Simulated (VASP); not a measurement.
# C (Fd-3m) in VASP: further runs, part 2 of 2

VASP 6.6.1. The steps go on from the part before.

### 3 Relaxation of the atoms, PBE+D4 (volume scaled by 0.96)

Contents of INCAR:

```
PREC     = Accurate       # precision mode
ENCUT    = 520            # plane-wave cutoff, eV
EDIFF    = 1E-6           # SCF threshold, eV
ISMEAR   = 0              # smearing method
SIGMA    = 0.01           # smearing width, eV
LREAL    = False          # projectors in reciprocal space
LASPH    = True           # aspherical terms in the spheres
NELM     = 100            # most SCF steps
ALGO     = Normal         # electronic algorithm
ISIF     = 2              # what is computed and relaxed
LWAVE    = False          # write WAVECAR
LCHARG   = False          # write CHGCAR
GGA      = PE             # functional
IVDW     = 13             # dispersion correction
IBRION   = 1              # ionic algorithm
NSW      = 60             # ionic steps
EDIFFG   = -0.02          # ionic threshold
POTIM    = 0.2            # step
```

Contents of KPOINTS:

```
regular mesh
0
Gamma
  13 13 13
```

Contents of POSCAR:

```
C
1.0
    0.0000000000      1.7592674508      1.7592674508
    1.7592674508      0.0000000000      1.7592674508
    1.7592674508      1.7592674508      0.0000000000
C
2
Selective dynamics
Direct
    0.7500000000      0.7500000000      0.7500000000  F F F
    0.5000000000      0.5000000000      0.5000000000  T T T
```

Potentials or basis: VASP PAW PBE potentials, release 64 (C).

The run is started by

```sh
$ cat potpaw_PBE.64/C/POTCAR > POTCAR
$ mpirun -np 1 vasp_std > vasp.out
```

OUTCAR:

```text
PREC = Accurate
   ENCUT = 520
   EDIFF = 1E-6
   ISMEAR = 0
   LREAL = False
   LASPH = True
   NELM = 100
   ISIF = 2
   GGA = PE
   IVDW = 13
   IBRION = 1
   NSW = 60
   EDIFFG = -0.02
   POTIM = 0.2

 ion  position               nearest neighbor table
   1  0.750  0.750  0.750-   2 1.52   2 1.52   2 1.52   2 1.52
   2  0.500  0.500  0.500-   1 1.52   1 1.52   1 1.52   1 1.52

  LATTYP: Found a face centered cubic cell.
 ALAT       =     3.5185349016

  Lattice vectors:

 A1 = (   0.0000000000,   1.7592674508,   1.7592674508)
 A2 = (   1.7592674508,   0.0000000000,   1.7592674508)
 A3 = (   1.7592674508,   1.7592674508,   0.0000000000)

Analysis of symmetry for initial positions (statically):
=====================================================================
 Subroutine PRICEL returns:
 Original cell was already a primitive cell.

 Routine SETGRP: Setting up the symmetry group for a
 face centered cubic supercell.

 Subroutine GETGRP returns: Found 48 space group operations
 (whereof 24 operations were pure point group operations)
 out of a pool of 48 trial point group operations.

The static configuration has the point symmetry T_d .
 The point group associated with its full space group is O_h .

Analysis of symmetry for dynamics (positions and initial velocities):
=====================================================================
 Subroutine PRICEL returns:
 Original cell was already a primitive cell.

 Routine SETGRP: Setting up the symmetry group for a
 face centered cubic supercell.

 Subroutine GETGRP returns: Found 48 space group operations
 (whereof 24 operations were pure point group operations)
 out of a pool of 48 trial point group operations.

The dynamic configuration has the point symmetry T_d .
 The point group associated with its full space group is O_h .

Analysis of constrained symmetry for selective dynamics:
=====================================================================
 Subroutine PRICEL returns:
 Original cell was already a primitive cell.

 Routine SETGRP: Setting up the symmetry group for a
 face centered cubic supercell.

 Subroutine GETGRP returns: Found 48 space group operations
 (whereof 24 operations were pure point group operations)
 out of a pool of 48 trial point group operations.

The constrained configuration has the point symmetry T_d .
 The point group associated with its full space group is O_h .

 Subroutine INISYM returns: Found 48 space group operations
 (whereof 24 operations are pure point group operations),
 and found     1 'primitive' translations

----------------------------------------------------------------------------------------

                                     Primitive cell

  volume of cell :      10.8899

  direct lattice vectors                    reciprocal lattice vectors
     0.000000000  1.759267451  1.759267451    -0.284209203  0.284209203  0.284209203
     1.759267451  0.000000000  1.759267451     0.284209203 -0.284209203  0.284209203
     1.759267451  1.759267451  0.000000000     0.284209203  0.284209203 -0.284209203

  length of vectors
     2.487979889  2.487979889  2.487979889     0.492264780  0.492264780  0.492264780

  position of ions in fractional coordinates (direct lattice)
[... 41 lines left out ...]
  0.384615  0.000000  0.000000      8.000000
[... 42 lines left out ...]
 -0.461538  0.461538  0.000000     12.000000
  0.230769  0.153846  0.076923     24.000000
 [... further k-points ...]
   k-points           NKPTS =     84   k-points in BZ     NKDIM =     84   number of bands    NBANDS=      8
   number of dos      NEDOS =    301   number of ions     NIONS =      2
   total plane-waves  NPLWV =   8000
   dimension x,y,z NGX =    20 NGY =   20 NGZ =   20
   dimension x,y,z NGXF=    40 NGYF=   40 NGZF=   40
   ions per type =               2
   NGX,Y,Z   is equivalent  to a cutoff of  13.36, 13.36, 13.36 a.u.
   NGXF,Y,Z  is equivalent  to a cutoff of  26.73, 26.73, 26.73 a.u.
 SYSTEM =  unknown system
   PREC   = accura    normal or accurate (medium, high low for compatibility)
   ISTART =      0    job   : 0-new  1-cont  2-samecut
   ICHARG =      2    charge: 1-file 2-atom 10-const
   ISPIN  =      1    spin polarized calculation?
   LNONCOLLINEAR =      F non collinear calculations
   LSORBIT =      F    spin-orbit coupling
   LASPH  =      T    aspherical Exc in radial PAW
   ENCUT  =  520.0 eV  38.22 Ry    6.18 a.u.   4.63  4.63  4.63*2*pi/ulx,y,z
   NELM   =    100;   NELMIN=  2; NELMDL= -5     # of ELM steps
   EDIFF  = 0.1E-05   stopping-criterion for ELM
   LREAL  =      F    real-space projection
   EDIFFG = -.2E-01   stopping-criterion for IOM
   NSW    =     60    number of steps for IOM
   IBRION =      1    ionic relax: 0-MD 1-quasi-New 2-CG
   NFREE  =      0    steps in history (QN), initial steepest desc. (CG)
   ISIF   =      2    stress and relaxation
   ISYM   =      2    0-nonsym 1-usesym 2-fastsym
   POTIM  = 0.2000    time-step for ionic-motion
   TEBEG  =    0.0;   TEEND  =   0.0 temperature during run
   PSTRESS=    0.0 pullay stress
   NELECT =       8.0000    total number of electrons
   NUPDOWN=      -1.0000    fix difference up-down
   EMIN   =  10.00;   EMAX   =-10.00  energy-range for DOS
   EFERMI =   0.00;   METHOD = LEGACY
   ISMEAR =     0;   SIGMA  =   0.01  broadening in eV -4-tet -1-fermi 0-gaus
   EFERMI_NEDOS =   21; number of points for ismear=-14 and -15
   IALGO  =     38    algorithm
   IMIX   =      4    mixing-type and parameters
     AMIX     =   0.40;   BMIX     =  1.00
     AMIX_MAG =   1.60;   BMIX_MAG =  1.00
  volume/ion in A,a.u.               =       5.44        36.74
  Fermi-wavevector in a.u.,A,eV,Ry     =   1.477167  2.791441 29.688220  2.182023
  Thomas-Fermi vector in A             =   2.591604
   LORBIT       =      0    0 simple, 1 ext, 2 COOP (PROOUT), +10 PAW based schemes
   GGA     = PE    functional components
   LHFCALC =     F    Hartree Fock is set to
   AEXX    =    0.0000 exact exchange contribution
   IVDW    =    13    specifies the selected vdW correction
   LEPSILON=     F    determine dielectric tensor
   LRPA    =     F    only Hartree local field effects (RPA)
 quasi-Newton-method for relaxation of ions
 non-spin polarized calculation
 Gauss-broadening in eV      SIGMA  =   0.01
  energy-cutoff  :      520.00
  volume of cell :       10.89
 maximum number of plane-waves:       304
   NGX =  9   NGY =  9   NGZ =  9

 number of electron       7.9999999 magnetization

 Free energy of the ion-electron system (eV)
  ---------------------------------------------------
  ext. energy  EPLUGINS =         0.00000000
  ---------------------------------------------------
  free energy    TOTEN  =       -18.15084125 eV

  energy without entropy =      -18.15084125  energy(sigma->0) =      -18.15084125

 E-fermi :  10.4252     XC(G=0): -13.4569

 val. band max:       10.3296976090   @ k =   0.0000   0.0000   0.0000
 cond. band min:      14.5605940929   @ k =   0.3846   0.3846   0.0000
 fundamental gap:      4.2308964839
 Fermi energy:        10.4252206096

 k-point     1 :       0.0000    0.0000    0.0000
  band No.  band energies     occupation
      1     -11.7040      2.00000
      2      10.3297      2.00000
      3      10.3297      2.00000
      4      10.3297      2.00000
      5      16.0328      0.00000
      6      16.0328      0.00000
      7      16.0328      0.00000
      8      24.6103      0.00000
[... 419 lines left out ...]
 k-point    40 :       0.4615    0.3077    0.0000
  band No.  band energies     occupation
      1      -5.8457      2.00000
      2       0.7446      2.00000
      3       3.0802      2.00000
      4       4.6284      2.00000
      5      15.6866      0.00000
      6      18.9466      0.00000
      7      25.1705      0.00000
      8      25.4856      0.00000

 [... further k-points ...]

------------------------ aborting loop because EDIFF is reached ----------------------------------------

  DFT-D4 for vdW energy calculation

  Edisp (eV):   -0.44179

  FORCE on cell =-STRESS in cart. coord.  units (eV):
  Direction    XX          YY          ZZ          XY          YZ          ZX
  --------------------------------------------------------------------------------------
  -------------------------------------------------------------------------------------
  Total       1.10714     1.10714     1.10714    -0.00000    -0.00000     0.00000
  in kB     162.88766   162.88766   162.88766    -0.00000    -0.00000     0.00000
  external pressure =      162.89 kB  Pullay stress =        0.00 kB

 VOLUME and BASIS-vectors are now :
 -----------------------------------------------------------------------------
  energy-cutoff  :      520.00
  volume of cell :       10.89
      direct lattice vectors                 reciprocal lattice vectors
     0.000000000  1.759267451  1.759267451    -0.284209203  0.284209203  0.284209203
     1.759267451  0.000000000  1.759267451     0.284209203 -0.284209203  0.284209203
     1.759267451  1.759267451  0.000000000     0.284209203  0.284209203 -0.284209203

 POSITION                                       TOTAL-FORCE (eV/Angst)
 -----------------------------------------------------------------------------------
      2.63890      2.63890      2.63890        -0.000000     -0.000000     -0.000000
      1.75927      1.75927      1.75927         0.000000      0.000000      0.000000
 -----------------------------------------------------------------------------------
    total drift:                                0.000000     -0.000000      0.000000

  FREE ENERGIE OF THE ION-ELECTRON SYSTEM (eV)
  ---------------------------------------------------
  free  energy   TOTEN  =       -18.5926343652 eV

  energy  without entropy=      -18.5926343652  energy(sigma->0) =      -18.59263437

 reached required accuracy - stopping structural energy minimisation
```

It took 10 s on 1 thread of Intel Xeon Platinum 8488C (Sapphire Rapids), shared host; peak memory 0.12 GiB.

What came out:

```yaml
Free_energy: -18.5926 eV
Pressure_after_relaxing: 16.3 GPa
Band_gap_on_the_k_mesh: 4.23 eV, indirect (least direct gap 5.70 eV)
Dispersion_energy_per_atom: -0.221 eV
```

Final structure:
```
C
1.0
     0.00000    1.75927    1.75927
     1.75927    0.00000    1.75927
     1.75927    1.75927    0.00000
C
2
Direct
  0.75000 0.75000 0.75000
  0.50000 0.50000 0.50000
```

Caveat: the relaxation stopped at its first step, so nothing moved; an odd mesh through Γ misses points on the zone boundary, where band edges often lie.

### 4 Single point, PBE

Contents of INCAR:

```
ALGO = Normal
EDIFF = 1E-6
ENCUT = 520
GGA = PE
ISIF = 2
ISMEAR = 0
LASPH = T
LCHARG = T
LELF = T
LREAL = F
LVHAR = T
LWAVE = F
NELM = 80
PREC = Accurate
SIGMA = 0.028000000000000004
```

Contents of KPOINTS:

```
k-points
0
Gamma
  13 13 13
```

Contents of POSCAR:

```
C
1.0
    0.0000000000      1.7833700000      1.7833700000
    1.7833700000      0.0000000000      1.7833700000
    1.7833700000      1.7833700000      0.0000000000
C
2
Direct
    0.7500000000      0.7500000000      0.7500000000
    0.5000000000      0.5000000000      0.5000000000
```

The run is started by

```sh
$ cat potpaw_PBE.64/C/POTCAR > POTCAR
$ mpirun -np 1 vasp_std > vasp.out
```

Wall time 5.9 s (1 thread of Intel Xeon Platinum 8488C (Sapphire Rapids), shared host); peak memory 0.11 GiB.

The run converged. Its results:

- Free energy: -18.1853 eV
- Pressure: 2.5 GPa
- Band gap on the k mesh: 4.14 eV, indirect (least direct gap 5.59 eV)

Levels at points of the mesh, in eV from the valence-band top:
```tsv
k point	band 1	band 2	band 3	band 4	band 5	band 6	band 7	band 8
(0.00, 0.00, 0.00)	-21.48	0.00	0.00	0.00	5.59	5.59	5.59	13.33
```

Caveat: an odd mesh through Γ misses points on the zone boundary, where band edges often lie.

### 5 For comparison

An earlier run on the cell as given: functional PBE; potentials or basis VASP PAW PBE potentials, release 64 (C); cutoff 520 eV; k mesh 13 × 13 × 13; occupations fermi-dirac, width 0.05 eV; no spin polarisation.

- Pressure: 2.5 GPa
- Band gap on the k mesh: 4.14 eV, indirect (least direct gap 5.59 eV)

### 6 Overview

| task | level | cell | cutoff (eV) | smearing | other keys | gap on the mesh (eV) | pressure (GPa) |
| --- | --- | --- | --- | --- | --- | --- | --- |
| single point | PBE | as given | 500 | gaussian 0.05 eV | - | 4.14 | 2.5 |
| relaxation of the atoms | PBE+D4 | atoms relaxed from: volume scaled by 0.96 | 520 | gaussian 0.01 eV | IBRION = 1; POTIM = 0.2 | 4.23 | 16.3 |
| single point | PBE | as given | 520 | gaussian 0.028 eV | - | 4.14 | 2.5 |
| single point | PBE | as given | 520 | fermi-dirac 0.05 eV | - | 4.14 | 2.5 |

Alike in all rows: potentials or basis VASP PAW PBE potentials, release 64 (C); no spin polarisation; k mesh 13 × 13 × 13.

Caveats: an odd mesh through Γ misses points on the zone boundary, where band edges often lie; the relaxation stopped at its first step, so nothing moved (some runs).

Absolute energies hang on the potentials; compare differences alone.
